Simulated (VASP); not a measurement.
A run of VASP 6.6.1 is set up as follows.

Contents of INCAR:

```
PREC     = Accurate       # precision mode
ENCUT    = 520            # plane-wave cutoff, eV
EDIFF    = 1E-6           # SCF threshold, eV
ISMEAR   = 0              # smearing method
SIGMA    = 0.1            # smearing width, eV
LREAL    = False          # projectors in reciprocal space
LASPH    = True           # aspherical terms in the spheres
NELM     = 100            # most SCF steps
ALGO     = Normal         # electronic algorithm
ISIF     = 2              # what is computed and relaxed
LWAVE    = False          # write WAVECAR
LCHARG   = True           # write CHGCAR
GGA      = PE             # functional
LELF     = True           # ELF
LVHAR    = True         
NBANDS   = 18             # bands
```

The input KPOINTS:

```
Automatic mesh
0
Gamma
  12 12 12
```

The input POSCAR:

```
BiTe
1.0
    0.0000000000      3.2511939987      3.2511939987
    3.2511939987      0.0000000000      3.2511939987
    3.2511939987      3.2511939987      0.0000000000
Bi Te
1 1
Direct
    0.0000000000      0.0000000000      0.0000000000
    0.5000000000      0.5000000000      0.5000000000
```

Potentials or basis: VASP PAW PBE potentials, release 64 (Bi_d, Te).

Command:

```console
$ cat potpaw_PBE.64/Bi_d/POTCAR potpaw_PBE.64/Te/POTCAR > POTCAR
$ mpirun -np 1 vasp_std > vasp.out
```

Question: Predict the band gap on the k mesh.

Answer: None (metal or under the smearing width).

Question: What does it give for the pressure?

Answer: -0.1 GPa.

Caveat: spin-orbit coupling is left out, which moves the levels of the heavy elements.
